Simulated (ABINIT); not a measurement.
Crystal: Li.

```
CELL_PARAMETERS angstrom
-1.75465 1.75465 1.75465
1.75465 -1.75465 1.75465
1.75465 1.75465 -1.75465
ATOMIC_POSITIONS crystal
Li 0.00000 0.00000 0.00000
```

Base run:

- Program: ABINIT 10.8.3 (patched build)
- Functional: PBEsol
- Potentials or basis: PseudoDojo NC SR PBEsol v0.4 stringent
- Cutoff: 1306 eV
- k mesh: 11 × 11 × 11
- Occupations: fermi-dirac, width 0.05 eV
- Spin: no spin polarisation

Its results: band gap on the k mesh none (metal or under the smearing width); pressure -0.8 GPa.

Problem. After a change of settings the same cell gave: band gap on the k mesh none (metal or under the smearing width); pressure -1.6 GPa. Which change was it?
A. functional from PBEsol to HCTH407; potentials or basis from PseudoDojo NC SR PBEsol v0.4 stringent to JTH PAW PBE v2.0; cutoff from 1306 eV to 408 eV
B. functional from PBEsol to r2SCAN; potentials or basis from PseudoDojo NC SR PBEsol v0.4 stringent to SG15 NC PBE v1.2; cutoff from 1306 eV to 1197 eV
C. functional from PBEsol to LDA; potentials or basis from PseudoDojo NC SR PBEsol v0.4 stringent to PseudoDojo NC SR LDA v0.4.1 standard; cutoff from 1306 eV to 1007 eV
D. functional from PBEsol to r2SCAN; potentials or basis from PseudoDojo NC SR PBEsol v0.4 stringent to JTH PAW PBE v2.0; cutoff from 1306 eV to 490 eV

Solution. C.
